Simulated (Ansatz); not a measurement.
# A Ti vacancy and an O vacancy in anatase TiO2, 106 atoms, charge 0

How does the host give way around this defect, what does it cost to form, and which levels does it put into the gap? The levels of theory are PBEsol, HSE06 and r²SCAN.

All numbers are computed with Ansatz 0.2.0 (PAW, plane waves).

**1. The starting cell**

106 atoms (35 Ti, 71 O); a = 11.311 Å, b = 11.311 Å, c = 9.548 Å, α = 90.00°, β = 90.00°, γ = 90.00°. All atoms were shaken off their sites by about 0.02 Å along each axis. Defect site 1: (0.500, 0.500, 0.500). Defect site 2: (0.333, 0.500, 0.458).

Plan of the steps: (2) PBEsol relaxation at the single k point (¼, ¼, ¼), on 1 × NVIDIA GB300 Max-Q with 8 threads of Arm Neoverse-V2; (3) HSE06 single point at the single k point (¼, ¼, ¼), on 1 × NVIDIA GB300 Max-Q with 8 threads of Arm Neoverse-V2; (4) r²SCAN single point at the single k point (¼, ¼, ¼), on 1 × NVIDIA GB300 Max-Q with 8 threads of Arm Neoverse-V2.

**2. Relaxation of the positions (PBEsol)**

in.yaml reads:

```yaml
crystal:
  lattice:
    - [11.311282, 0.000005, -0.000027]
    - [0.000005, 11.311282, -0.000027]
    - [-0.000023, -0.000023, 9.548388]
  atoms:
    - { symbol: Ti, position: [0.001402, 0.002695, 0.998621] }
    - { symbol: Ti, position: [0.997497, 0.332098, 0.000452] }
    - { symbol: Ti, position: [0.001889, 0.662913, 0.996301] }
    - { symbol: Ti, position: [0.332684, 0.997517, 0.997943] }
    - { symbol: Ti, position: [0.332618, 0.334008, 0.001805] }
    - { symbol: Ti, position: [0.335392, 0.665474, 0.000116] }
    - { symbol: Ti, position: [0.667538, 0.997397, 0.000306] }
    - { symbol: Ti, position: [0.668140, 0.334674, 0.998820] }
    - { symbol: Ti, position: [0.665418, 0.668564, 0.004604] }
    - { symbol: Ti, position: [0.999328, 0.165361, 0.249165] }
    - { symbol: Ti, position: [0.001914, 0.499953, 0.247073] }
    - { symbol: Ti, position: [0.997086, 0.832439, 0.249413] }
    - { symbol: Ti, position: [0.332574, 0.167488, 0.250536] }
    - { symbol: Ti, position: [0.333560, 0.501239, 0.248766] }
    - { symbol: Ti, position: [0.333317, 0.834548, 0.254126] }
    - { symbol: Ti, position: [0.662595, 0.169013, 0.248985] }
    - { symbol: Ti, position: [0.669634, 0.500168, 0.251241] }
    - { symbol: Ti, position: [0.665852, 0.834146, 0.246778] }
    - { symbol: Ti, position: [0.162829, 0.003416, 0.748521] }
    - { symbol: Ti, position: [0.169648, 0.333561, 0.748743] }
    - { symbol: Ti, position: [0.165105, 0.665240, 0.745384] }
    - { symbol: Ti, position: [0.498575, 0.002360, 0.750172] }
    - { symbol: Ti, position: [0.498719, 0.331775, 0.750193] }
    - { symbol: Ti, position: [0.500867, 0.666058, 0.748284] }
    - { symbol: Ti, position: [0.833113, 0.001379, 0.750145] }
    - { symbol: Ti, position: [0.832348, 0.333301, 0.750995] }
    - { symbol: Ti, position: [0.830163, 0.669227, 0.751779] }
    - { symbol: Ti, position: [0.165885, 0.168530, 0.498012] }
    - { symbol: Ti, position: [0.164123, 0.499122, 0.498864] }
    - { symbol: Ti, position: [0.165753, 0.834655, 0.496324] }
    - { symbol: Ti, position: [0.502067, 0.168507, 0.495653] }
    - { symbol: Ti, position: [0.499817, 0.833469, 0.497746] }
    - { symbol: Ti, position: [0.832428, 0.169867, 0.497558] }
    - { symbol: Ti, position: [0.831168, 0.500250, 0.497883] }
    - { symbol: Ti, position: [0.831838, 0.831538, 0.500332] }
    - { symbol: O, position: [0.000258, 0.001492, 0.209702] }
    - { symbol: O, position: [0.998532, 0.330542, 0.206270] }
    - { symbol: O, position: [0.997830, 0.665459, 0.209011] }
    - { symbol: O, position: [0.333361, 0.000206, 0.208840] }
    - { symbol: O, position: [0.334638, 0.335477, 0.208565] }
    - { symbol: O, position: [0.335850, 0.668036, 0.207285] }
    - { symbol: O, position: [0.669444, 0.001558, 0.207872] }
    - { symbol: O, position: [0.663421, 0.334910, 0.205935] }
    - { symbol: O, position: [0.665784, 0.666342, 0.206522] }
    - { symbol: O, position: [0.003509, 0.168421, 0.454044] }
    - { symbol: O, position: [0.999837, 0.499251, 0.459732] }
    - { symbol: O, position: [0.997429, 0.831878, 0.458282] }
    - { symbol: O, position: [0.334679, 0.167464, 0.452333] }
    - { symbol: O, position: [0.329612, 0.835914, 0.457481] }
    - { symbol: O, position: [0.666051, 0.170236, 0.454001] }
    - { symbol: O, position: [0.667335, 0.497950, 0.456150] }
    - { symbol: O, position: [0.664262, 0.832959, 0.460674] }
    - { symbol: O, position: [0.999948, 0.167646, 0.047286] }
    - { symbol: O, position: [0.001056, 0.498098, 0.043891] }
    - { symbol: O, position: [0.999361, 0.833836, 0.039737] }
    - { symbol: O, position: [0.331723, 0.167427, 0.040302] }
    - { symbol: O, position: [0.332364, 0.497836, 0.043877] }
    - { symbol: O, position: [0.333074, 0.833937, 0.042662] }
    - { symbol: O, position: [0.664798, 0.167092, 0.042774] }
    - { symbol: O, position: [0.667055, 0.498595, 0.040499] }
    - { symbol: O, position: [0.670563, 0.837473, 0.041684] }
    - { symbol: O, position: [0.999042, 0.996941, 0.791698] }
    - { symbol: O, position: [0.999355, 0.334490, 0.789314] }
    - { symbol: O, position: [0.000586, 0.667017, 0.790150] }
    - { symbol: O, position: [0.334961, 0.000870, 0.791748] }
    - { symbol: O, position: [0.332096, 0.331663, 0.793224] }
    - { symbol: O, position: [0.330845, 0.667393, 0.792734] }
    - { symbol: O, position: [0.666409, 0.999401, 0.795745] }
    - { symbol: O, position: [0.666999, 0.335848, 0.790685] }
    - { symbol: O, position: [0.666633, 0.665877, 0.795270] }
    - { symbol: O, position: [0.164665, 0.166884, 0.293768] }
    - { symbol: O, position: [0.166774, 0.499523, 0.291723] }
    - { symbol: O, position: [0.169260, 0.836097, 0.292523] }
    - { symbol: O, position: [0.499318, 0.166809, 0.291487] }
    - { symbol: O, position: [0.499887, 0.501935, 0.291384] }
    - { symbol: O, position: [0.502868, 0.834749, 0.291978] }
    - { symbol: O, position: [0.835431, 0.168429, 0.291716] }
    - { symbol: O, position: [0.834567, 0.501351, 0.291158] }
    - { symbol: O, position: [0.829536, 0.834417, 0.292510] }
    - { symbol: O, position: [0.168067, 0.999855, 0.955882] }
    - { symbol: O, position: [0.167565, 0.331765, 0.958473] }
    - { symbol: O, position: [0.165378, 0.665731, 0.956561] }
    - { symbol: O, position: [0.500042, 0.999271, 0.956732] }
    - { symbol: O, position: [0.498072, 0.333180, 0.958254] }
    - { symbol: O, position: [0.500127, 0.667985, 0.955980] }
    - { symbol: O, position: [0.831825, 0.998668, 0.959858] }
    - { symbol: O, position: [0.831625, 0.332548, 0.952916] }
    - { symbol: O, position: [0.832513, 0.667356, 0.954579] }
    - { symbol: O, position: [0.167054, 0.999580, 0.544193] }
    - { symbol: O, position: [0.164419, 0.332505, 0.540286] }
    - { symbol: O, position: [0.167016, 0.667318, 0.544057] }
    - { symbol: O, position: [0.502829, 0.002622, 0.538895] }
    - { symbol: O, position: [0.500515, 0.334075, 0.547074] }
    - { symbol: O, position: [0.498927, 0.669915, 0.543037] }
    - { symbol: O, position: [0.835953, 0.996962, 0.542516] }
    - { symbol: O, position: [0.833193, 0.333910, 0.541466] }
    - { symbol: O, position: [0.833734, 0.665497, 0.544464] }
    - { symbol: O, position: [0.164998, 0.168028, 0.706898] }
    - { symbol: O, position: [0.165292, 0.500948, 0.709040] }
    - { symbol: O, position: [0.166779, 0.835083, 0.708572] }
    - { symbol: O, position: [0.498642, 0.167329, 0.707904] }
    - { symbol: O, position: [0.498907, 0.498962, 0.708368] }
    - { symbol: O, position: [0.502344, 0.832920, 0.703390] }
    - { symbol: O, position: [0.832818, 0.166576, 0.709993] }
    - { symbol: O, position: [0.837149, 0.502361, 0.704885] }
    - { symbol: O, position: [0.832788, 0.834194, 0.704379] }
  symmetry: { detect: false }
kpoints:
  mp_grid: { grid: [1, 1, 1], shift: [0.25, 0.25, 0.25] }
hamiltonian:
  xc: pbesol
scf:
  occupations: { method: fermi_dirac, width: 0.01 }
relax:
  f_tol: 0.03
  max_steps: 80
  escape_saddle: false
  adjacent_minimum: "off"
output:
  forces: true
  eigenvalues: true
  populations: true
```

The run is started by

```console
$ ansatz run in.yaml --threads 8 --pin off --max-ram 118750MiB --runs-dir r --events-out ev --progress --plain --backend cuda --devices 0,
```

The runs that follow: HSE06 single point; r²SCAN on the same atoms.

Before running it: what results should come out? Wanted: for each run, formation energy; host gap; top filled to lowest empty.

As calculated:

```
             level         time  formation energy (eV)  host gap (eV)  top filled to lowest empty (eV)
PBEsol, relaxation   21 s (GPU)                  14.13           2.21                             none
             HSE06   92 s (GPU)                  16.32           3.78                             0.25
            r²SCAN  9.6 s (GPU)                  15.33           2.65                             none
```

| quantity | value |
| --- | --- |
| relaxation | 9 recorded steps, 3.77 eV gained |
| largest shift | 0.42 Å (O72) |

**What this shows.** Relaxation gains 3.77 eV, with shifts up to 0.42 Å (O72). The formation energy goes from 14.13 eV (PBEsol) to 16.32 eV (HSE06). The reservoirs are the elements' reference phases; where the defect changes the composition, the value depends on that choice. r²SCAN shows no level inside the gap that the count of atoms sharing it marks as tightly localised. The HSE06 single point took about 9.6 times as long as the r²SCAN one on the same kind of device. PBEsol and r²SCAN leave levels partly filled (a spacing under the smearing width does that too), while HSE06 opens a spacing of 0.25 eV. The host's edges were read at Γ, so band-like levels at this k point need not coincide with them. One k point and a cell of this size can leave errors of several tenths of an eV.
